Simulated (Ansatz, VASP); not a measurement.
## Two plane-wave programs on Ag

```
Ag
1.0
     0.00000    2.02665    2.02665
     2.02665    0.00000    2.02665
     2.02665    2.02665    0.00000
Ag
1
Direct
  0.00000 0.00000 0.00000
```

Alike in both runs: task relaxation of cell and atoms; functional PBEsol; k mesh 16 × 16 × 16; occupations fermi-dirac, width 0.15 eV; no spin polarisation.

```csv
,VASP,Ansatz
version,VASP 6.6.1,Ansatz 0.2.0
potentials or method,"VASP PAW PBE potentials, release 64 (Ag)","scalar-relativistic, plane waves, PAW"
plane-wave cutoff (eV),600,420
valence electrons in the cell,11,19
```

Ansatz gave:

```
gap on the k mesh at the Fermi level, each at its own relaxed structure (eV) : none
relaxed volume (Å³/atom)                                                     : 16.67
relaxed cell length with the largest relative difference (Å)                 : 2.867
```

Problem. Estimate VASP's values.

Solution. gap on the k mesh at the Fermi level, each at its own relaxed structure (eV): none; relaxed volume (Å³/atom): 16.63; relaxed cell length with the largest relative difference (Å): 2.865.

A gap of «none» marks a metal or a gap that the smearing closes. The two sets of potentials don't hold the same shells in valence. Ansatz warned: «pseudo_functional_mismatch».

Caveats: the PAW data sets were made with another functional, which shifts forces and pressure a little (VASP).
